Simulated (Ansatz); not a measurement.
`C[CH2][Zn][CH2]C`, charge 0, multiplicity 1.

Q: Give a relaxed structure at PBE0-D4/def2-TZVP (Ansatz). (An estimate is asked.)

A: The calculation gave: 
Cartesian coordinates in Å:
```
C 1.6423 -1.0753 -1.8430
C 1.9366 -0.0106 -0.7863
Zn 0.4262 0.4743 0.3613
C -1.0855 0.9577 1.5077
C -2.3975 0.2349 1.2029
H 0.8531 -0.7608 -2.5318
H 2.5237 -1.3039 -2.4526
H 1.3138 -2.0171 -1.3945
H 2.2992 0.9045 -1.2689
H 2.7569 -0.3432 -0.1394
H -1.2304 2.0419 1.4333
H -0.7908 0.7741 2.5476
H -2.3004 -0.8497 1.3050
H -3.2043 0.5465 1.8756
H -2.7429 0.4267 0.1830
```
Point group C2v.
This is one stationary point; other conformers may exist.
